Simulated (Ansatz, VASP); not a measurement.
## One calculation of LiF, two programs

```
CELL_PARAMETERS angstrom
0.00000 1.81260 2.01400
2.01400 0.00000 2.01400
2.01400 1.81260 0.00000
ATOMIC_POSITIONS crystal
Li 0.00000 0.00000 0.00000
F 0.50000 0.50000 0.50000
```

Change from the starting cell: strain -0.1000 x Voigt [0, 1, 0, 0, 0, 0], atoms carried along.

Alike in both runs: task single point; functional PBE; k mesh 10 × 10 × 10; occupations gaussian, width 0.05 eV; no spin polarisation.

|  | VASP | Ansatz |
| --- | --- | --- |
| version | VASP 6.6.1 | Ansatz 0.2.0 |
| potentials or method | VASP PAW PBE potentials, release 64 (Li_sv, F) | scalar-relativistic, plane waves, PAW |
| plane-wave cutoff (eV) | 520 | 420 |
| valence electrons in the cell | 10 | 10 |

```csv
,VASP,Ansatz,Ansatz less VASP
gap on the k mesh at the Fermi level (eV),9.92,9.93,+0.002
least direct gap on the mesh (eV),9.92,9.93,+0.002
```

With one functional, cell and mesh, what is left measures potentials, basis and numerics.

 A k mesh can miss the band edges.
